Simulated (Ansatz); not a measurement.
Results of PBEsol+SOC (plane waves, PAW; Ansatz, a quantum-chemistry and plane-wave program) for cubic perovskite BaSnO3.

Run with plane-wave cutoff 520 eV, 8×8×8 k mesh, Fermi–Dirac smearing 0.01 eV, PAW data made under PBE.

Computed at the level's own relaxed cell.

### Question
Give the computed lattice constant a, smallest direct gap on the k points sampled, pressure derivative B′ of the bulk modulus and band gap.

### Answer

lattice constant a: 4.122 Å
smallest direct gap on the k points sampled: 1.30 eV
pressure derivative B′ of the bulk modulus: 4.9
band gap: 0.86 eV (indirect)

Measured, for comparison: band gap 2.95 eV (temperature not stated, no zero-point or thermal correction, indirect, from the absorption edge of a single crystal; as tabulated in Kim et al. (2012), arXiv:1207.0764); lattice constant a 4.116 Å (temperature not stated, no zero-point or thermal correction; as tabulated in Lee et al. (2017), arXiv:1707.09778). Computed (rounded) less measured: band gap -2.09 eV, lattice constant a +0.1 %.
